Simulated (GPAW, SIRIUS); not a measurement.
This is a calculation of Cu for GPAW 26.7.0 (ASE script). The given cell was strained at random by a few per cent at fixed volume. This isn't the form of Cu at room conditions, which is fcc.

The input run.py:

```python
from ase import Atoms
from ase.dft.bandgap import bandgap
from ase.io import write
from ase.units import GPa
from gpaw import GPAW, PW, setup_paths

setup_paths.insert(0, '.')

atoms = Atoms(['Cu'],
              cell=[[-1.410797, 1.441616, 1.366737],
                    [1.391944, -1.454551, 1.360532],
                    [1.460979, 1.504733, -1.380299]],
              scaled_positions=[[0.018792, 0.002861, 0.014387]],
              pbc=True)

calc = GPAW(mode=PW(600),
            xc='PBEsol',
            kpts={'size': (13, 13, 13), 'gamma': True},
            occupations={'name': 'fermi-dirac', 'width': 0.05},
            nbands=14,
            convergence={'density': 1e-05, 'energy': 1e-05},
            maxiter=150,
            txt='gpaw.txt')
atoms.calc = calc
energy = atoms.get_potential_energy()
forces = atoms.get_forces()
stress = atoms.get_stress()
calc.write('gs.gpw')
write('result.traj', atoms)
print(f'Energy: {energy:.6f} eV')
print('Forces (eV/A):')
print(forces.round(4))
print('Stress (GPa):', (stress / GPa).round(3))
print('Fermi level:', round(calc.get_fermi_level(), 4), 'eV')
print(f'Gap: {bandgap(calc)[0]:.4f} eV, direct: {bandgap(calc, direct=True)[0]:.4f} eV')
```

Potentials or basis: PAW data sets generated in the run's folder for this functional, pw.

Launch:

```console
$ gpaw-setup -f PBEsol Cu
$ OMP_NUM_THREADS=1 python run.py
```

Question: Translate it to SIRIUS 7.12.0. Potentials or basis there: PseudoDojo 0.4.1 PBEsol standard (scalar relativistic), cutoff 1254 eV.

Answer: As run (cutoffs and basis follow the program's own potentials, and thresholds, step limits or extra output files can differ):

Contents of sirius.json:

```json
{
  "control": {
    "processing_unit": "cpu",
    "verbosity": 2,
    "num_bands_to_print": 17,
    "print_forces": true,
    "print_stress": true
  },
  "parameters": {
    "electronic_structure_method": "pseudopotential",
    "xc_functionals": ["XC_GGA_X_PBE_SOL", "XC_GGA_C_PBE_SOL"],
    "gk_cutoff": 9.6,
    "pw_cutoff": 19.2,
    "ngridk": [13, 13, 13],
    "shiftk": [0, 0, 0],
    "smearing": "fermi_dirac",
    "smearing_width": 0.0018374661,
    "num_bands": 17,
    "num_mag_dims": 0,
    "num_dft_iter": 100,
    "energy_tol": 1e-08,
    "density_tol": 1e-06
  },
  "iterative_solver": {
    "type": "davidson",
    "min_tolerance": 1e-10
  },
  "mixer": {
    "type": "anderson",
    "beta": 0.7,
    "max_history": 8
  },
  "settings": {
    "tol_ne": 1e-10,
    "pseudo_grid_cutoff": 6.5
  },
  "unit_cell": {
    "lattice_vectors": [
      [-2.666019947444, 2.724259416879, 2.582758614393],
      [2.630392940816, -2.748703024301, 2.571032863789],
      [2.76085018383, 2.843533260687, -2.608387080095]
    ],
    "atom_coordinate_units": "lattice",
    "atom_types": ["Cu"],
    "atom_files": {
      "Cu": "Cu.json"
    },
    "atoms": {
      "Cu": [
        [0.018792, 0.002861, 0.014387]
      ]
    }
  }
}
```

Potentials or basis: PseudoDojo 0.4.1 PBEsol standard (scalar relativistic).

Launch:

```console
$ upf_to_json Cu.upf
$ OMP_NUM_THREADS=1 sirius.scf --input=sirius.json --output=out.json --task=0
```

Both were run:

|  | GPAW | SIRIUS |
| --- | --- | --- |
| Pressure | 1.0 GPa | -1.3 GPa |
| Energy over the undisturbed cell | 4.8 meV/atom | 4.9 meV/atom |

The potentials hold 11 and 19 valence electrons a cell.

The two runs disagree by more than potentials and bases usually give (in gap, levels, pressure or energy); the cause wasn't traced.

Pressure is positive in compression.
